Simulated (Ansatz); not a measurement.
System: zinc-blende ZnTe. Method: LC-ωPBE (Ansatz, a first-principles code, plane waves, PAW).

Run with plane-wave cutoff 460 eV, 8×8×8 k mesh, Fermi–Dirac smearing 0.01 eV, scalar-relativistic PAW data made under PBE.

Response to compression and expansion:

| V (Å³/atom) | P (GPa) | direct gap at Γ (eV) |
|---|---|---|
| 25.874 | 3.82 | 7.211 |
| 26.555 | 1.94 | 7.050 |
| 27.236 | 0.30 | 6.894 |
| 28.039 | -1.37 | 6.716 |
| 28.597 | -2.39 | 6.596 |

A straight line through the gaps at Γ against ln V gives a volume deformation potential dE_g(Γ)/d ln V of -6.1 eV: the gap at Γ widens under compression.

Measured, for comparison: band gap 2.43 eV (zero-point renormalisation of 40 meV (experimental, the table's column) added back here, direct; inputs from Miglio et al. (2020), arXiv:2011.12765).

Spin–orbit coupling is not included; with these elements it can move the gap by several tenths of an eV or more.
